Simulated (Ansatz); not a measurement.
**NaI: a single-point run**

The task is a single-point run on NaI. The structure is shown as the input types it. The cell is built on a prototype (CsCl type) and needn't be the phase found in nature.

Method: density functional or hybrid calculation with the settings of its input, plane waves (as first typed), in Ansatz 0.2.0.

5 further runs of the same task are left out: 5 that didn't finish.

### Step 1. Starting point

It takes space group Pm-3m (No. 221, cubic). Conventional cell: a = 4.041 Å, b = 4.041 Å, c = 4.041 Å, α = 90.00°, β = 90.00°, γ = 90.00°. Around Na (site symmetry m-3m) lie 8 I at 3.50 Å. I (site symmetry m-3m) is surrounded by 8 Na at 3.50 Å.

The input asks for a charge of +2 e on the cell.

As a file:

```cif
data_structure
_symmetry_space_group_name_H-M 'P 1'
_symmetry_Int_Tables_number 1
_cell_length_a 4.0405
_cell_length_b 4.0405
_cell_length_c 4.0405
_cell_angle_alpha 90.000
_cell_angle_beta 90.000
_cell_angle_gamma 90.000
_cell_volume 65.97
loop_
_atom_site_label
_atom_site_type_symbol
_atom_site_fract_x
_atom_site_fract_y
_atom_site_fract_z
_atom_site_occupancy
Na1 Na 0.00000 0.00000 0.00000 1
I1 I 0.50000 0.50000 0.50000 1
```

### Step 2. The calculation

Input file input.yaml:

```yaml
crystal:
  lattice:
    - [4.0405365579, 0.0, 0.0]
    - [0.0, 4.0405365579, 0.0]
    - [0.0, 0.0, 4.0405365579]
  atoms:
    - { symbol: Na, position: [0.0, 0.0, 0.0] }
    - { symbol: I, position: [0.5, 0.5, 0.5] }
kpoints:
  mp_grid: { grid: [4, 4, 4] }
hamiltonian:
  xc: pbesol
scf:
  occupations: { method: fixed }
  n_extra_bands: 4
  max_iter: 67
output:
  forces: true
  stress: true
  eigenvalues: true
total_charge: 2
```

Launch:

```bash
$ ansatz run input.yaml --threads 4 --pin off --max-ram 3686MiB --backend cpu --events-out ev --progress --plain --runs-dir out
```

What happens when this is run?

The run converged and reported no error, with warnings (band overlap at count, metallic iterate, unresolved pair at count). Its log warns: «a fill by count may have filled part of one level: at k-index 6 the highest filled band, 1.525720 eV, and the lowest empty band, 1.525720 eV, stand 2.220e-16 eV apart ...»

Look at the input: total_charge is 2. With this charge the calculation describes a differently charged system.

The test: delete total_charge (the default then holds).
